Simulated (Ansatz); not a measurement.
AlN: pressure against volume per atom

All results are calculated (Ansatz 0.2.0). Periodic Kohn-Sham DFT of a crystal at fixed atoms; pressure and stress are positive in compression; the energy is the free energy less that of spherical unpolarised free atoms; site moments are those in the method's own spheres, positive along +z.

Cell of the first row (space group Fm-3m, No. 225):
```
AlN
1.0
      0.0000     1.9376     1.9376
      1.9376     0.0000     1.9376
      1.9376     1.9376     0.0000
Al N
1 1
Direct
  0.00000 0.00000 0.00000
  0.50000 0.50000 0.50000
```

Settings of every row: method frozen-core PAW; functional LDA; relativity scalar; k mesh 12x12x12; filling fermi-dirac; smearing width 0.01 eV; wave cutoff 420 eV; paw set soft_2.

Atom start moment: 0 on all atoms.

Limits: PAW files made with PBE.

| row | volume per atom (Å³) | pressure (GPa) |
| --- | --- | --- |
| 1 | 7.275 | 35.014 |
| 2 | 7.429 | 26.757 |
| 3 | 7.584 | 19.258 |
| 4 | 7.662 | 15.769 |
| 5 | 7.739 | 12.44 |
| 6 | 7.816 | ? |
| 7 | 7.894 | 6.241 |
| 8 | 8.048 | 0.607 |
| 9 | 8.203 | -4.524 |

Question: what pressure should row 6 give?

Worked fit of pressure. Take u = (V_r/V)^(2/3) − 1 with V_r = 7.7005 Å³ an atom, which is twice the finite (Eulerian) strain; such expansions in the strain, on which the Birch-Murnaghan equation of state is built, carry the rest volume and the bulk modulus. The shown rows have u = 0.03862, 0.02422, 0.01021, 0.00335, -0.00332, -0.01641, -0.029, -0.04127. Least squares give pressure = 14.0755 + 497.493 × u + 1140.66 × u² GPa; a straight line predicts inner rows, each left out in turn, worse (root mean square 0.58 against 0.026 GPa). The rows lie off it by 0.024, -0.037, -0.016, 0.014, 0.004, 0.022, 0.000, -0.011 (root mean square 0.019 GPa). The pressure vanishes at u = -0.0304, or V = 8.066 Å³ an atom, and there the bulk modulus at fixed shape and fractions is B = −V dP/dV = (2/3)(1 + u) dP/du = 277 GPa. The withheld row has u = -0.00988, so the fit gives 14.0755 + 497.493 × (-0.00988) + 1140.66 × (-0.00988)² = 9.272 GPa.

The calculation gave 9.266 GPa. The fit lies 0.006 GPa (0.015 % of the column's range) above it; its largest miss of a shown row is 0.037 GPa.
